Anyone who models a transistor channel of layered MoTe2 under pressure from its surroundings has to decide whether one deformation potential, a single number for the gap change per strain, is enough. For strain across the layers it is not. When the crystal is squeezed by several per cent, the gap falls by about 0.1 eV for each per cent; when it is stretched, the gap rises by only about 0.02 eV for each per cent. A constant taken near the relaxed crystal lies between the two and is right for neither.

MoTe2 (P6_3/mmc, 6 atoms in the cell, a = 3.494 Å, unstrained c = 14.006 Å), strained along c with a held and the atoms relaxed; energy changes are relative to the unstrained crystal. Calculated with Ansatz 0.2.0 using PBEsol, plane-wave PAW, scalar-relativistic, without spin polarisation; cutoff 420 eV, k mesh 12×12×2, Gaussian smearing of 0.02 eV.

```
strain (%)  energy change (meV/atom)  band gap (eV)
        -6                      16.9          0.171
        -4                       6.4          0.417
        -2                       1.4          0.596
         2                       0.9          0.779
         4                       3.2          0.817
         6                       6.1          0.857
```

Strain is the change of the cell length c, perpendicular to the layers, with compression negative. The in-plane lattice constant is held, so these rows do not describe a crystal that is free to spread sideways. A simple small-strain recipe draws a straight line through the gaps at −2 and +2 %, and a parabola through the mean of the two energies. The other four rows show what the recipe is worth.

At the top of the table, at −6 %, the line promises a gap of 0.41 eV and the calculation gives 0.17 eV. At the bottom, at +6 %, the line is again too high, by about 0.1 eV. An error of the same sign at both ends is the mark of a curved relation: no other choice of slope would cure it, because a slope that helps one end harms the other.

The curvature is strongest in the compressed rows, where the valence band top lies at or near Γ, the centre of the Brillouin zone. The states there contain tellurium p orbitals that point out of the layer towards the next one. Two such orbitals facing each other behave like the orbitals of two hydrogen atoms brought together: the levels split, and the splitting grows ever faster as the distance shrinks. The upper level is the valence band top, so it rises and eats into the gap. The comparison holds for the levels only, since both are filled here and the splitting makes no bond as it does in H2. The conduction band edge, which every run finds at a mesh point close to the line from Γ to K, also couples from layer to layer and is expected to sink on compression, so it helps to close the gap.

If overlap grows by a constant factor for each equal step of approach, the gap steps should shrink by a constant factor on the way out. This can be tried with the gaps on the calculation's regular k mesh, which include the unstrained crystal. They are 0.247, 0.483 and 0.653 eV at −6, −4 and −2 %, so the steps are 0.236 and 0.170 eV, with a ratio of 0.72. The next step then leads to

gap at zero strain ≈ 0.653 + 0.72 × 0.170 ≈ 0.775 eV

The computed value, which was not used in the estimate, is 0.772 eV. The agreement supports a steady weakening with distance, but the ratio is not a pure property of the Γ state, because the valence top lies slightly off Γ at −6 and −4 %, and the conduction band edge is expected to have a share in each step.

The squeezed rows are also where the sampling of k points is least safe. In every row the mesh gap is larger than the printed band gap, which shows that the mesh misses a band edge. The excess is about 0.056 eV in the stretched rows, where the valence top at K is itself a mesh point and the missed edge is probably that of the conduction band. It grows to 0.076 eV at −6 %, where the valence top has moved slightly away from Γ. A finite set of k points can only make a gap too large. The notes to the data add, for the rows from −6 to −2 %, that a crossing between the sampled points may be missed; this caution comes from the data makers' tests on other systems, and the runs themselves do not raise it. Since the excess is largest at −6 %, the smallest gap in the table is still likely to be its least certain one.

Between −2 and +2 % the valence top changes place. It is still at Γ in the unstrained crystal and has moved to K, a corner of the zone, at +2 %. The states at K are mostly molybdenum d orbitals lying inside the layer, shielded by tellurium on both sides, so they feel the neighbouring layer much less than the states at Γ do. The slope that the recipe takes from these two rows thus mixes two different states.

From +2 to +6 % the gap climbs in small, nearly even steps. The shielded K state should move little, so much of this rise is expected to come from the conduction band edge as its coupling between the layers weakens. That cannot be the whole cause, since a fading coupling should make the steps shrink, and they do not. Continuing the Γ steps outward would give a gap about 0.06 eV larger at +6 % than the one computed, as expected if K has taken over as the higher valence state. The gap values alone would not prove the change: one smooth exponential through all six rows also fits, to about 4 meV, though it misses the unstrained gap by 13 meV. The firm evidence is the position of the band top in each run. The strain at which it switches is uncertain, because spin-orbit coupling, left out here, is expected to raise the K state and could move the switch into compression.

The parabola for the energy fails in a different way. At −6 % the parabola gives 39 % less than the computed energy, and at +6 % it gives 70 % more. Errors of opposite sign mean that the crystal is a lopsided spring, hard to squeeze and easy to pull. The closed electron shells of facing tellurium atoms repel each other steeply on approach, while the attraction between the layers fades as they part.

The stress along c shows the same lopsidedness. It reaches 4.5 GPa at −6 %, but in tension it only creeps from 0.88 GPa at +4 % to 0.97 GPa at +6 %. A linear spring matched at +2 %, where the pull is 0.57 GPa, would need 3 × 0.57 ≈ 1.7 GPa at +6 %. The runs warn that their convergence threshold was loose for stresses, but the energy differences between the stretched rows agree with these values. The layers are close to the point where further stretching takes no more force.

Here the density functional itself is in doubt. PBEsol has no long-range dispersion, the force that mainly holds such layers together. Its attraction depends on overlapping electron densities and should die away too quickly with distance. The early levelling of the stress may therefore be partly a fault of the method, which a calculation with dispersion would have to settle.

Gap and energy both depend on how much of the strain ends up between the layers. Nearly all of it does. From −4 to +4 % the spacing from one layer to the next, half of c, grows by 0.56 Å, while the relaxed layer, measured from tellurium to tellurium, thickens only from about 3.59 to 3.62 Å. The layers are almost rigid and leave the soft space between them to take up the strain. The energies fit this. The runs at −4 and +4 % start from the fractional positions already relaxed at −2 and +2 %, and letting the atoms move from there lowers the energy by about 5 meV per atom. That is the gain for the last 2 % of strain alone; relaxation over the full 4 % should gain considerably more. For a similar layered crystal, the first thing to ask is where the two band edge states sit: one that points out of the layer gives a steep and curved response, one buried inside it a much weaker one.

For the channel model, the gap should follow a smooth curve through the rows, or be given separate slopes for squeezing and stretching. Either holds only while the in-plane lattice constant stays fixed, as it does here. The single slope understates the loss of gap under compression, which is the side on which leakage grows. The absolute gaps need a better method, since PBEsol makes them too small and was run here on PAW datasets made for PBE. All rows also hold for zero temperature without zero-point motion, and the relaxations kept the symmetry of the starting crystal, so they do not test whether strained layers would slip sideways. The output below lists the line and the parabola set by the ±2 % rows, the Γ steps set by the three compressed rows and the K line fitted to the three stretched ones. Its two relaxation energies, at −4 and +4 %, cover only the last 2 % of strain.

Printed output of the fit:

```
Small-strain picture against the calculation:
  row  line_gap_eV  line_too_high_eV  gap_slope_from_row_before_meV_per_percent  parabola_meV_per_atom  parabola_error_percent  stress_c_GPa
   -6        0.413             0.242                                        n/a                  10.35                  -38.76         4.506
   -4       0.5045            0.0875                                        123                    4.6                  -28.13           2.4
   -2        0.596                 0                                       89.5                   1.15                  -17.86        0.9415
    2        0.779                 0                                      45.75                   1.15                   27.78       -0.5695
    4       0.8705            0.0535                                         19                    4.6                   43.75       -0.8753
    6        0.962             0.105                                         20                  10.35                   69.67       -0.9724
fit of mgap on 3 rows (strain > 0): constant 0.7948 +/- 0.001, coefficient of strain 0.01972 +/- 0.00023; rms 0.000379, worst 4 0.000537, leave-one-out rms 0.00139
  rows outside the fit (model, value, miss): -6 0.6765, 0.247, 0.429; -4 0.7159, 0.4833, 0.233; -2 0.7554, 0.6532, 0.102
fit of mgap on 6 rows: constant 0.9759 +/- 0.0036, coefficient of exp(-s*strain) -0.2174 +/- 0.002, s 0.202; rms 0.00383, worst 4 0.00583, leave-one-out rms 0.0106
Two branches of the mesh gap:
  row  mesh_gap_eV  Gamma_branch_eV  K_branch_eV  mesh_minus_printed_meV
   -6        0.247            0.247       0.6765                   76.05
   -4       0.4833           0.4833       0.7159                   66.29
   -2       0.6532           0.6532       0.7554                   57.17
    2       0.8345           0.8632       0.8343                   55.52
    4       0.8732           0.9263       0.8737                   56.16
    6       0.9134           0.9718       0.9131                   56.41
slope of the gap between -2 and +2 % (meV per % strain): 45.75
gap change from -6 to -4 % over that from +4 to +6 % (ratio): 6.15
Gamma branch continued to zero strain (eV): 0.7753
that prediction less the computed unstrained mesh gap (meV): 3.661
fall of the mesh gap from zero to -6 % (eV): 0.5246
rise of the mesh gap from zero to +6 % (eV): 0.1417
energy at -6 % over energy at +6 % (ratio): 2.77
energy gained by relaxing the atoms at -4 % (meV/atom): 5.133
energy gained by relaxing the atoms at +4 % (meV/atom): 5.35
```
